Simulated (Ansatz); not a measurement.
# fcc Cu(111) / fcc Pd(111): interface resistance against the common lattice

Both metals share one in-plane spacing. 2AR is known at 8 spacings; what is it at 2.678 Å?

How it was computed: Ansatz 0.2.0, plane waves with PAW datasets at their recommended cutoffs (420 eV for most), Fermi-Dirac smearing; ballistic transmission by layer matching. Each metal keeps its atomic volume and ideal sites. RA per spin is A (h/e²)(1/T − ½[1/N₁ + 1/N₂]), and 2AR is the mean of the two spins' values; PBE.

The runs, with one result withheld:

```
spacing (Å)  T / mean channels of the leads (%)  2AR (fΩ m²)
      2.556                                59.4         1.25
      2.580                                59.0         1.26
      2.605                                58.5         1.28
      2.629                                58.0         1.29
      2.653                                56.6         1.33
      2.678                                   -            ?
      2.702                                53.7         1.45
      2.726                                50.8         1.51
      2.751                                48.0         1.56
```

Worked fit:

A parabola in u = spacing − 2.653 Å through the four nearest rows has the coefficients 1.33, 2.06 and 5.08 (constant, linear, square) and misses them by up to 0.076 %. At u = 0.0243 Å: 1.33 + (2.06)(0.0243) + (5.08)(0.0243)². Predicted: 1.39 fΩ m².

Check against the run:

1.38 fΩ m², so the prediction is 0.22 % too high. Over the series 2AR spans 1.25 to 1.56 fΩ m²; the value measured on sputtered multilayers at 4.2 K, 0.9 fΩ m² (J. Bass, CPP magnetoresistance of magnetic multilayers: a critical review, arXiv:1511.07387 (2015), Table 10), lies outside that span.

Caveats: Sharp, coherent interfaces; real films intermix and relax a misfit by dislocations once they are thick enough.

[Logs are printed without paths, hosts, clocks, repeated set-up lines and the standing remarks that a program may print on its own settings, such as how far it seeks lower states.]
